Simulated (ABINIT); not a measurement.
A run of ABINIT 10.8.3 (patched build) is set up as follows.

The input run.py:

```python
import json, os
import numpy as np
from ase.eos import EquationOfState
from ase.units import GPa
from ase.calculators.mixing import SumCalculator
from dftd3.ase import DFTD3
from ase.calculators.abinit import Abinit, AbinitProfile
from ase import Atoms

atoms = Atoms(['W', 'C'],
              cell=[[2.9065, 0.0, 0.0], [-1.45325, 2.5171028361, 0.0], [0.0, 0.0, 2.8366]],
              scaled_positions=[[0.0, 0.0, 0.0], [0.6666666667, 0.3333333333, 0.5]],
              pbc=True)

profile = AbinitProfile(command='abinit', pp_paths=[os.path.abspath('pseudos')])
params = dict(
    pps='pawxml', xc='PBE',
    ecut=544.2277,
    pawecutdg=1088.4554,
    kptopt=1,
    ngkpt=[10, 10, 9],
    nshiftk=1,
    shiftk=[0.0, 0.0, 0.0],
    ixc=15,
    nband=13,
    occopt=3,
    tsmear=0.05,
    nstep=100,
    tolvrs=1e-09,
    prtwf=0,
    prtden=0,
)

cell0 = atoms.cell.copy()
volumes, energies = [], []
for i, x in enumerate([0.94, 0.96, 0.98, 1.0, 1.02, 1.04, 1.06]):
    atoms.set_cell(cell0 * x ** (1 / 3), scale_atoms=True)
    atoms.calc = SumCalculator([Abinit(profile=profile, directory=f'v{i}', **params), DFTD3(method='rpbe', damping='d3bj')])
    volumes.append(atoms.get_volume() / len(atoms))
    dft, disp = atoms.calc.mixer.calcs
    energies.append((dft.get_property('free_energy', atoms) + disp.get_property('energy', atoms)) / len(atoms))
    print(f'{x:5.2f} {volumes[-1]:10.5f} A^3/atom {energies[-1]:14.6f} eV/atom', flush=True)
    json.dump(dict(volumes=volumes, energies=energies), open('results.json', 'w'))
v0, e0, b0 = EquationOfState(volumes, energies, eos='birchmurnaghan').fit()
print(f'V0 {v0:.4f} A^3/atom  E0 {e0:.6f} eV/atom  B0 {b0 / GPa:.2f} GPa')
```

Potentials or basis: JTH PAW PBE v2.0.

Launch:

```sh
$ python run.py
```

(1) Predict the equilibrium volume.

(2) Estimate the bulk modulus at fixed shape and positions.

## Answers

(1) 9.61 Å³/atom (rough: see the caveat).

(2) 479 GPa (rough).

Caveat: pressures at fixed basis lie under the slope of the energies; the minimum lies outside the volumes run; the log and the count of SCF iterations are those of the last ABINIT call alone; the cell was scaled at fixed shape and fractional positions, which overstates the stiffness of a crystal with free parameters, most of all of layers and chains; the PAW data sets were made with another functional, which shifts forces and pressure a little.
